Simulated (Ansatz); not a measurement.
# TaSi2 (P6_422) in Ansatz: band structure with PBE

Aim: the band structure of TaSi2 with PBE.

All numbers are computed with Ansatz 0.2.0; they aren't measurements. Logs are shortened: lines on timing, memory, paths and dates and some standing lists are left out, and cuts for length are marked.

## (1) The crystal as given

The structure is hexagonal, space group P6_422 (No. 181). The conventional cell has a = 4.784 Å, b = 4.784 Å, c = 6.570 Å, α = 90.00°, β = 90.00°, γ = 120.00°. Ta (site symmetry 222) is surrounded by 10 Si at 2.61 to 2.83 Å. Si (site symmetry 2) has 5 Si at 2.56 to 2.83 Å and 5 Ta at 2.61 to 2.83 Å as nearest neighbours.

## (2) Band structure, PBE

File input.yaml:

```yaml
crystal:
  lattice:
    - [4.7839, 0.0, 0.0]
    - [-2.39195, 4.1429789292, 0.0]
    - [0.0, 0.0, 6.57]
  atoms:
    - { symbol: Ta, position: [0.0, 0.5, 0.3333333333] }
    - { symbol: Ta, position: [0.5, 0.5, 0.6666666667] }
    - { symbol: Ta, position: [0.5, 0.0, 0.0] }
    - { symbol: Si, position: [0.31794, 0.15897, 0.3333333333] }
    - { symbol: Si, position: [0.15897, 0.84103, 0.6666666667] }
    - { symbol: Si, position: [0.84103, 0.68206, 0.0] }
    - { symbol: Si, position: [0.68206, 0.84103, 0.3333333333] }
    - { symbol: Si, position: [0.84103, 0.15897, 0.6666666667] }
    - { symbol: Si, position: [0.15897, 0.31794, 0.0] }
hamiltonian:
  xc: pbe
  pseudopotentials: { kind: paw }
kpoints:
  mp_grid: { grid: [7, 7, 4] }
  band_path:
    path:
      - [[0.0, 0.0, 0.0], [0.5, 0.0, 0.0], [0.3333333333, 0.3333333333, 0.0], [0.0, 0.0, 0.0], [0.0, 0.0, 0.5], [0.5, 0.0, 0.5], [0.3333333333, 0.3333333333, 0.5], [0.0, 0.0, 0.5]]
      - [[0.5, 0.0, 0.5], [0.5, 0.0, 0.0]]
      - [[0.3333333333, 0.3333333333, 0.0], [0.3333333333, 0.3333333333, 0.5]]
    npoints: 10
scf:
  occupations: { method: fermi_dirac, width: 0.05 }
  n_extra_bands: 22
output:
  forces: true
  stress: true
  eigenvalues: true
  fatbands: false
```

Potentials or basis: Ansatz PAW.

Command:

```sh
> ansatz run input.yaml --threads 4 --pin off --max-ram 11264MiB --backend cpu --events-out ev --progress --plain --runs-dir out
```

Log:

```text
Warning: RAYON_NUM_THREADS=4 ignored (pool sized by the plan → 4); use --threads N
scf.n_extra_bands = 22 over 32 filled bands (N_el = 63.0): the run solves 54 bands
Engine: ansatz 0.2.0, aarch64-unknown-linux-gnu
Pseudopotentials: kind: paw
Pseudopotential: Ta, paw, valence charge 13, recommended cutoff 420 eV (normal), Ta.paw.azcp
Pseudopotential: Si, paw, valence charge 4, recommended cutoff 420 eV (normal), Si.paw.azcp
Functional definition: PBE
  parameter kappa = 0.804
  parameter beta = 0.06672455060314922
  exchange = pbe_x(kappa = kappa, mu = beta*pi^2/3)
  correlation = pbe_c(beta = beta)
Crystal: 9 atoms, lattice volume = 130.215 Å³
Basis set: ecut = 420 eV, 2523 PW (Γ), exchange–correlation on 64×64×90 points (8 copies of the dense FFT grid, shifted against one another)
Bands: 54, of which v1, the nominal top of the filled ones, is band 32 counted from 1 (31 counted from 0)
Symmetry: 12 space group operations
Space group: P6422 (ITA 181), of the structure as read, at distance tolerance 5.1e-5 Å
k-points: 24 of 196 (time reversal used)
Non-local potential: Ta, projectors of the file, l = 0: 3, l = 1: 2, l = 2: 2, l = 3: 1
Non-local potential: Si, projectors of the file, l = 0: 2, l = 1: 2, l = 2: 2
PAW form: soft (Blöchl's): semilocal exchange-correlation on the pseudo side does not see the compensation charge
PAW one-centre angular grid: Ta, 590 points (default); XC on 64 Gauss nodes
PAW one-centre angular grid: Si, 110 points (default); XC on 64 Gauss nodes
Initial density: superposition of atomic densities (neutral atoms: chi_scale 0, normalization atom), corrected by the library's trained network
Initial wavefunctions: pseudopotential atomic-orbital guess
Functional: x = pbe(κ = 0.804, μ = 0.2195149727645171), c = pbe(β = 0.06672455060314922)
SCF iter   1: F=—  HF=-33615.927164 eV  |F-HF|=—  |Δ(HF+E_count)|=         —  Δρ=3.84e-3  dr2=1.09e-2  ethr=1.77e-3  ⟨swp⟩=5.3  Hψ=5631  notcnv=0  defer=117
preconditioner: auto → Kerker (q_TF=auto, 2.417 Å⁻¹)  [metal: Δε(μ)=0.055 eV  Ē_g=9.577 eV  σ=0.050 eV  W_gap=0.26  n_scr=22 (ndim 8)  ℏωp=20.3 eV  f_vac=0.000  D(μ)=3.13/eV (n_scr^D=22)]
SCF iter   2: F=—  HF=-33615.928444 eV  |F-HF|=—  |Δ(HF+E_count)|=   1.28e-3  Δρ=2.24e-3  dr2=3.78e-3  ethr=1.73e-5  ⟨swp⟩=1.4  Hψ=1532  notcnv=0  defer=229
SCF iter   3: F=—  HF=-33615.929064 eV  |F-HF|=—  |Δ(HF+E_count)|=   6.20e-4  Δρ=1.93e-4  dr2=4.35e-5  ethr=6.01e-6  ⟨swp⟩=2.8  Hψ=1436  notcnv=0  defer=229
SCF iter   4: F=—  HF=-33615.929116 eV  |F-HF|=—  |Δ(HF+E_count)|=   5.21e-5  Δρ=5.20e-5  dr2=3.29e-6  ethr=6.90e-8  ⟨swp⟩=2.2  Hψ=1716  notcnv=0  defer=229
iter 5 did not close the SCF: its close was put off for the readings that it lacked (scf_convergence_deferred on its scf_iter line)
SCF iter   5: F=-33615.929116 eV  HF=-33615.929116 eV  |F-HF|=1.02e-8  |Δ(HF+E_count)|=   1.74e-7  Δρ=7.66e-6  dr2=7.03e-8  ethr=5.22e-9  ⟨swp⟩=2.5  Hψ=1403  notcnv=0  defer=229
SCF iter   6: F=-33615.929116 eV  HF=-33615.929116 eV  |F-HF|=1.31e-10  |Δ(HF+E_count)|=   1.01e-9  Δρ=1.12e-6  dr2=1.34e-9  ethr=1.12e-10  ⟨swp⟩=8.7  Hψ=6208  notcnv=0
SCF 1 converged in 6 iterations: F = -33615.929116 eV  dr2 = 1.34e-9
NSCF: frozen V_eff on 93 k-points
SCF converged after 6 iterations
Free energy (F): -33615.929116 eV
Harris-Foulkes:  -33615.929116 eV  (|F-HF|=1.31e-10)
Internal energy: -33615.902925 eV  (E = F + TS)
E sigma→0 (E₀):  -33615.916021 eV
Entropy (-TS):   -0.026191 eV (-2.910 meV/atom)
Fermi energy:    15.191429 eV
--- Per-component energies (eV) ---
  E_band       = -255.579299
  E_kinetic    = 1362.487219
  E_local      = -2336.837611  (includes V_loc(G=0)·N_el)
  E_nonlocal   = 196.397024
  E_hartree    = 893.900757
  E_xc         = -998.517381
  E_vxc        = -908.943268  (∫ρ·V_xc dr)
  E_paw        = -28267.719454  (= ΣΔE_a)
  E_vpaw       = -356.484773  (= ΣTr[D̂ρ^β])
  E_aug_tail   = 0.000487  (compensation charges beyond the density's cutoff)
  E_ewald      = -4465.613967
  E_smearing   = -0.026191  (= −TS)
  E_closure    = -0.000000  (closes the sum)
  Σ components = -33615.929116   (vs F -33615.929116, Δ=0.00e0)
--- Forces (eV/Å), atoms counted from 1 ---
  atom   1  Ta     0.00000000     0.00000000    -0.00000000
  atom   2  Ta     0.00000000     0.00000000     0.00000000
  atom   3  Ta    -0.00000000     0.00000000     0.00000000
  atom   4  Si     0.02558881     0.01477370    -0.00000000
  atom   5  Si     0.02558881    -0.01477370     0.00000000
  atom   6  Si    -0.00000000    -0.02954741    -0.00000000
  atom   7  Si    -0.02558881    -0.01477370     0.00000000
  atom   8  Si    -0.02558881     0.01477370    -0.00000000
  atom   9  Si    -0.00000000     0.02954741     0.00000000
  max |Σ_I F_I| component: 1.26e-16 eV/Å
--- Stress (GPa, compression-positive) ---
        2.090526      -0.000000       0.000000
        0.000000       2.090526       0.000000
        0.000000       0.000000       3.274557
  P = ⅓ Tr σ = 2.4852 GPa (24.852 kbar)
--- Band table (eV; the first three rows and the last of 24) ---
  k-point 0: bands = ["-52.4421", "-52.4268", "-52.4268", "-19.1323", "-19.1288", "-19.1288", "-19.0669", "-19.0669", "-18.9686", "-18.9663", "-18.9613", "-18.9613", "1.8159", "5.1344", "5.1344", "8.6457", "9.2384", "9.2384", "9.3603", "9.3603", "10.3899", "11.3457", "11.3457", "11.7189", "12.6512", "12.6512", "12.6980", "12.6980", "12.7554", "13.0106", "13.0106", "13.7088", "15.9381", "18.1791", "18.1791", "18.6337", "18.7448", "18.7618", "19.0897", "19.0897", "19.2236", "19.2236", "19.5831", "19.8924", "19.8924", "20.2913", "20.2913", "20.7096", "21.0289", "21.0289", "21.3312", "23.1204", "23.2763", "23.2763"]
  k-point 1: bands = ["-52.4407", "-52.4318", "-52.4231", "-19.1642", "-19.1219", "-19.0778", "-19.0724", "-19.0716", "-18.9820", "-18.9816", "-18.9727", "-18.9373", "2.0599", "3.8415", "6.4177", "8.8506", "8.8625", "9.3046", "9.7208", "9.7439", "10.2579", "10.3222", "10.7634", "11.1242", "12.4459", "12.7125", "12.9359", "12.9644", "13.0238", "13.1688", "13.6056", "14.2397", "16.6381", "17.4998", "17.9431", "18.4842", "18.6139", "18.7186", "19.0522", "19.0804", "19.2600", "19.3843", "19.4323", "19.5472", "20.1151", "20.2188", "20.4604", "20.5130", "20.7702", "21.9579", "22.2306", "22.6705", "22.6707", "23.3812"]
  k-point 2: bands = ["-52.4370", "-52.4370", "-52.4217", "-19.1768", "-19.0960", "-19.0960", "-19.0753", "-19.0237", "-19.0237", "-18.9814", "-18.9814", "-18.9275", "2.7641", "2.7641", "7.2125", "8.7241", "8.8939", "9.3455", "9.3455", "10.1112", "10.1112", "10.3161", "10.3161", "10.9940", "12.4048", "12.5259", "12.5259", "12.9701", "13.1647", "13.4101", "13.4101", "16.3377", "16.3377", "17.7966", "17.7966", "18.6405", "18.6853", "18.6853", "18.7393", "18.8639", "19.0763", "19.3859", "19.3859", "19.4207", "19.6270", "20.2481", "20.2481", "20.5991", "20.5991", "21.6922", "21.9640", "21.9640", "23.4700", "23.4700"]
  k-point 23: bands = ["-52.4368", "-52.4307", "-52.4279", "-19.1733", "-19.1457", "-19.1448", "-19.0552", "-19.0350", "-18.9957", "-18.9609", "-18.9591", "-18.9373", "4.5375", "4.5700", "5.4083", "6.2325", "6.3703", "7.4721", "9.8567", "9.9433", "10.7192", "10.9253", "12.3126", "12.3819", "12.5565", "12.6391", "12.6517", "12.7683", "14.0800", "14.6700", "14.6999", "15.2181", "16.2755", "16.8762", "16.9530", "17.4707", "17.4900", "18.1116", "18.5234", "18.6705", "18.9218", "19.0819", "19.1986", "19.7078", "20.3517", "20.5624", "21.2410", "21.3665", "21.7014", "21.7630", "22.0790", "22.5085", "23.0128", "23.0376"]
```

Run time: 13 s. Hardware: 4 threads of Arm Neoverse V2, shared host; peak memory 0.65 GiB.

What came out:

```yaml
Free_energy: -33615.9291 eV
Pressure: 2.5 GPa
Largest_force: 0.030 eV/Å
Band_gap_on_the_k_mesh: none (metal or under the smearing width)
```

Forces in eV/Å, atoms in the order of the input:
```
Ta   0.000  0.000  0.000
Ta   0.000  0.000  0.000
Ta   0.000  0.000  0.000
Si   0.026  0.015  0.000
Si   0.026 -0.015  0.000
Si   0.000 -0.030  0.000
Si  -0.026 -0.015  0.000
Si  -0.026  0.015  0.000
Si   0.000  0.030  0.000
```

Stress tensor (GPa, compression positive):
```
2.09 0.00 0.00
0.00 2.09 0.00
0.00 0.00 3.27
```

Levels at the corners of the path, in eV from the Fermi level:
| point | band 30 | band 31 | band 32 | band 33 | band 34 | band 35 |
| --- | --- | --- | --- | --- | --- | --- |
| Γ | -2.18 | -2.18 | -1.48 | 0.75 | 2.99 | 2.99 |
| M | -0.74 | -0.08 | -0.04 | 0.88 | 1.19 | 1.56 |
| K | -1.72 | 0.35 | 0.35 | 0.57 | 2.11 | 2.11 |
| Γ | -2.18 | -2.18 | -1.48 | 0.75 | 2.99 | 2.99 |
| A | -1.78 | -1.78 | 1.15 | 1.15 | 2.61 | 2.61 |
| L | -1.83 | -0.68 | -0.26 | 1.56 | 1.96 | 2.53 |
| H | -0.74 | -0.14 | -0.14 | 0.95 | 1.58 | 1.58 |
| A | -1.78 | -1.78 | 1.15 | 1.15 | 2.61 | 2.61 |
| L | -1.83 | -0.68 | -0.26 | 1.56 | 1.96 | 2.53 |
| M | -0.74 | -0.08 | -0.04 | 0.88 | 1.19 | 1.56 |
| K | -1.72 | 0.35 | 0.35 | 0.57 | 2.11 | 2.11 |
| H | -0.74 | -0.14 | -0.14 | 0.95 | 1.58 | 1.58 |

Caveat: spin-orbit coupling is left out, which moves the levels of the heavy elements.
